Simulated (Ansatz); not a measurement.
# MnS: relaxation of cell and atoms

Computed with Ansatz 0.2.0, DFT, PBE, PAW with Ansatz's default frozen-core files, scalar-relativistic.

Command: `ansatz run input.yaml --threads 1 --pin off --max-ram 3072MiB --backend cpu --events-out ev --progress --plain --runs-dir out` The run took 98 s on 1 thread of Arm Neoverse V1, with other jobs on the host.

```yaml
crystal:
  lattice:
    - [0.0, 2.6006845607, 2.6006845607]
    - [2.6006845607, 0.0, 2.6006845607]
    - [2.6006845607, 2.6006845607, 0.0]
  atoms:
    - { symbol: Mn, position: [0.0, 0.0, 0.0], spin: 4.0 }
    - { symbol: S, position: [0.25, 0.25, 0.25] }
magnetization:
  spin_polarized: true
kpoints:
  mp_grid: { grid: [12, 12, 12] }
scf:
  occupations: { method: fermi_dirac, width: 0.05 }
hamiltonian:
  xc: pbe
  pseudopotentials: { kind: paw }
output:
  forces: true
  stress: true
  write_density: true
  write_potential: true
  elf: true
  volumetric_format: npy
relax:
  f_tol: 0.005
  max_steps: 80
  cell: {}
```

The run is spin-polarised from parallel moments and ends with 4.95 μB in the cell; other orders may lie lower.

The cell is built from the zincblende type as a first guess.

The cutoff is 420 eV; energies and pressures of the walk include the program's estimate of the Pulay term.

Each frame lists the cell vectors (Å), then Cartesian positions (Å); symmetry keeps all forces zero. Free energies count from the first step, -4801.5658 eV.

The walk took 9 evaluations in all; steps that aren't listed are left out.

Step 1: E = 0.0 meV, P = 10.11 GPa

```
cell 0.0000 2.6007 2.6007 2.6007 0.0000 2.6007 2.6007 2.6007 0.0000
Mn    0.0000    0.0000    0.0000
S     1.3003    1.3003    1.3003
```

Step 2: E = -112.5 meV, P = 7.30 GPa

```
cell 0.0000 2.6511 2.6511 2.6511 0.0000 2.6511 2.6511 2.6511 0.0000
Mn    0.0000    0.0000    0.0000
S     1.3255    1.3255    1.3255
```

Step 3: E = -269.3 meV, P = 1.87 GPa

```
cell 0.0000 2.7787 2.7787 2.7787 0.0000 2.7787 2.7787 2.7787 0.0000
Mn    0.0000    0.0000    0.0000
S     1.3893    1.3893    1.3893
```

Step 4:

```
cell 0.0000 2.8447 2.8447 2.8447 0.0000 2.8447 2.8447 2.8447 0.0000
Mn    0.0000    0.0000    0.0000
S     1.4224    1.4224    1.4224
```

Step 5: E = -279.5 meV, P = 0.16 GPa

```
cell 0.0000 2.8127 2.8127 2.8127 0.0000 2.8127 2.8127 2.8127 0.0000
Mn    0.0000    0.0000    0.0000
S     1.4063    1.4063    1.4063
```

Step 6: E = -279.5 meV, P = 0.00 GPa

```
cell 0.0000 2.8155 2.8155 2.8155 0.0000 2.8155 2.8155 2.8155 0.0000
Mn    0.0000    0.0000    0.0000
S     1.4078    1.4078    1.4078
```

Step 7: E = -285.1 meV, P = 0.24 GPa (the cell of the step before, solved again on a basis chosen afresh, hence the jump)

Problem. Give the energy, pressure of step 4.

Solution. E = -271.9 meV, P = -1.68 GPa
```
Mn    0.0000    0.0000    0.0000
S     1.4224    1.4224    1.4224
```

Problem. How does the relaxation end?

Solution. It converges, with a = 5.639 Å, b = 5.639 Å, c = 5.639 Å, α = 90.00°, β = 90.00°, γ = 90.00° (conventional cell, space group F-43m). The last solve (on a basis chosen afresh for the final cell, so its energy is not quite comparable) gives E = -285.3 meV, P = 0.02 GPa:
```
cell 0.0000 2.8197 2.8197 2.8197 0.0000 2.8197 2.8197 2.8197 0.0000
Mn    0.0000    0.0000    0.0000
S     1.4099    1.4099    1.4099
```
